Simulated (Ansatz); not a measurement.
Wanted: the native input for an Ansatz 0.2.0 run.

```
Task                : single point
Functional          : PBE
Potentials or basis : Ansatz PAW
Cutoff              : 420 eV (not typed: the program's choice for these potentials)
k mesh              : 8 × 8 × 2
Occupations         : gaussian, width 0.014 eV
Spin                : no spin polarisation
```

InSe:

```
In Se
1.0
     4.04733    0.00000    0.00000
    -2.02366    3.50509    0.00000
     0.00000    0.00000   18.05206
In Se
4 4
Direct
  0.33333 0.66667 0.07739
  0.33333 0.66667 0.92261
  0.00000 0.00000 0.42261
  0.00000 0.00000 0.57739
  0.33333 0.66667 0.35298
  0.33333 0.66667 0.64702
  0.66667 0.33333 0.14700
  0.66667 0.33333 0.85300
```

Measurements of this composition are mostly on another form, of space group No. 160.

One way to write it, as run:

input.yaml

```yaml
crystal:
  lattice:
    - [4.0473293151, 0.0, 0.0]
    - [-2.0236646576, 3.5050900044, 0.0]
    - [0.0, 0.0, 18.05206491]
  atoms:
    - { symbol: In, position: [0.3333333333, 0.6666666667, 0.07739049] }
    - { symbol: In, position: [0.3333333333, 0.6666666667, 0.92260951] }
    - { symbol: In, position: [0.0, 0.0, 0.42260632] }
    - { symbol: In, position: [0.0, 0.0, 0.57739368] }
    - { symbol: Se, position: [0.3333333333, 0.6666666667, 0.35298428] }
    - { symbol: Se, position: [0.3333333333, 0.6666666667, 0.64701572] }
    - { symbol: Se, position: [0.6666666667, 0.3333333333, 0.14699993] }
    - { symbol: Se, position: [0.6666666667, 0.3333333333, 0.85300007] }
hamiltonian:
  xc: pbe
  pseudopotentials: { kind: paw }
kpoints:
  mp_grid: { grid: [8, 8, 2] }
scf:
  occupations: { method: gaussian, width: 0.014 }
output:
  forces: true
  stress: true
  eigenvalues: true
```

Potentials or basis: Ansatz PAW.

Run with:

```bash
$ ansatz run input.yaml --threads 4 --pin off --max-ram 11264MiB --backend cpu --events-out ev --progress --plain --runs-dir out
```

It gave:

| Property | Result |
| --- | --- |
| Pressure | 1.4 GPa |
| Largest force | 0.239 eV/Å |
| Band gap on the k mesh | 0.73 eV, direct |

Caveat: spin-orbit coupling is left out, which moves the levels of the heavy elements; this functional lacks dispersion, which binds the layers, so the pressure and a relaxed spacing across them are unreliable.

It took 6.9 s on 4 threads of Arm Neoverse V2, on a shared host, peak memory 0.83 GiB.
